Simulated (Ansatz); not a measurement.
## Co: a prediction, then the measurements

The calculation used DFT PBEsol, scalar-relativistic, plane waves, PAW (Ansatz).

Plane waves to 420 eV, a k mesh through Γ of 18×18×6 on the computed 4-atom cell and Gaussian smearing (0.10 eV); collinear spin from starting moments 1.81 1.83 1.81 1.83 μB.

Relaxed structure, symmetry kept:

```cif
data_structure
_symmetry_space_group_name_H-M 'P6_3/mmc'
_symmetry_Int_Tables_number 194
_cell_length_a 2.4552
_cell_length_b 2.4552
_cell_length_c 7.9648
_cell_angle_alpha 90.000
_cell_angle_beta 90.000
_cell_angle_gamma 120.000
_cell_volume 41.58
loop_
_atom_site_label
_atom_site_type_symbol
_atom_site_symmetry_multiplicity
_atom_site_Wyckoff_symbol
_atom_site_fract_x
_atom_site_fract_y
_atom_site_fract_z
_atom_site_occupancy
Co1 Co 2 a 0.00000 0.00000 0.00000 1
Co2 Co 2 c 0.33333 0.66667 0.25000 1
```

```
Space group                                                       : P6_3/mmc (No. 194)
Volume per atom                                                   : 10.40 Å³
Formation energy from the elements' standard states (uncorrected) : +0.006 eV/atom
Kohn–Sham band gap                                                : none (metal)
Density of states at the Fermi level                              : 3.46 states/eV per cell
Löwdin character within 0.5 eV of the Fermi level                 : Co 3d 91 %
Bulk modulus                                                      : 247 GPa
Its pressure derivative                                           : 4.8
Bader charges (e)                                                 : Co (2 in the cell) -0.01, Co (2 in the cell) 0.01
Total moment                                                      : 6.39 μB per cell
Site moments (μB; atoms counted from 1 over the whole cell)       : Co (atom 1) 1.65, Co (atom 2) 1.67, Co (atom 3) 1.65, Co (atom 4) 1.67
```

Only this magnetic start was tried.

**Experimental background.**

From a printed reference work, data compilation, for a bulk crystal of Co at 293.15 K: lattice constant a 2.5071 Å.

Against the measured lattice constant a of Co, 2.5071 Å (293.15 K; a printed reference work, data compilation), the calculated 2.455 Å is off by -2.1 %. The calculation is for 0 K without zero-point motion.